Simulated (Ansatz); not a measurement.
**Ligand exchange: C4H9Cl + AuOH → C4H10O + AuCl**

Species: C4H9Cl `CCCCCl`, singlet; AuOH `[OH][Au]`, singlet; C4H10O (1-butanol) `CCCCO`, singlet; AuCl (gold monochloride), singlet. The partners trade Cl for OH: C–Cl and Au–OH bonds give way to C–OH and Au–Cl.

Shapes, held fixed at every level: PBE0-D4/def2-TZVP. Flexible molecules stand in one conformer, not always the lowest. Programs: Ansatz 0.2.0. The zero-point and thermal change to 298 K, harmonic and unscaled (PBE0-D4/def2-TZVP), is +5.5 kJ/mol.

Task: Estimate ΔH(298 K) of this reaction.

Result: The highest level, CCSD(T)/def2-TZVPP, gives ΔH(298 K) = -92.8 kJ/mol; the levels span -106.6 to -91.3. The column of differences is taken from that level and isn't an error. No measured value is set beside it here. T1 is large for AuOH (0.030), AuCl (0.025), so single-reference values are less sure there. For atoms past krypton def2 sets carry core potentials with scalar relativity. Outer-core shells of Au are correlated in most correlated rows, in sets that cover them unevenly.

```json
{"level": "B3LYP-D4/def2-TZVPP", "kind": "global hybrid", "ΔH(298 K) (kJ/mol)": "-91.9", "less CCSD(T)/def2-TZVPP": "+0.9"}
{"level": "PBE0-D4/def2-TZVPP", "kind": "global hybrid", "ΔH(298 K) (kJ/mol)": "-99.1", "less CCSD(T)/def2-TZVPP": "-6.3"}
{"level": "r2SCAN0-D4/def2-TZVPP", "kind": "global hybrid", "ΔH(298 K) (kJ/mol)": "-103.5", "less CCSD(T)/def2-TZVPP": "-10.7"}
{"level": "wB97X-V/def2-TZVPP", "kind": "range-separated hybrid", "ΔH(298 K) (kJ/mol)": "-101.1", "less CCSD(T)/def2-TZVPP": "-8.3"}
{"level": "B2PLYP/def2-TZVPP", "kind": "double hybrid", "ΔH(298 K) (kJ/mol)": "-91.3", "less CCSD(T)/def2-TZVPP": "+1.5"}
{"level": "CCSD(T)/def2-SVP", "kind": "coupled cluster or CI", "ΔH(298 K) (kJ/mol)": "-100.0", "less CCSD(T)/def2-TZVPP": "-7.2"}
{"level": "CCSD/def2-SVP", "kind": "coupled cluster or CI", "ΔH(298 K) (kJ/mol)": "-106.6", "less CCSD(T)/def2-TZVPP": "-13.8"}
{"level": "CCSD(T)/def2-TZVPP", "kind": "coupled cluster or CI", "ΔH(298 K) (kJ/mol)": "-92.8", "less CCSD(T)/def2-TZVPP": "0.0"}
```
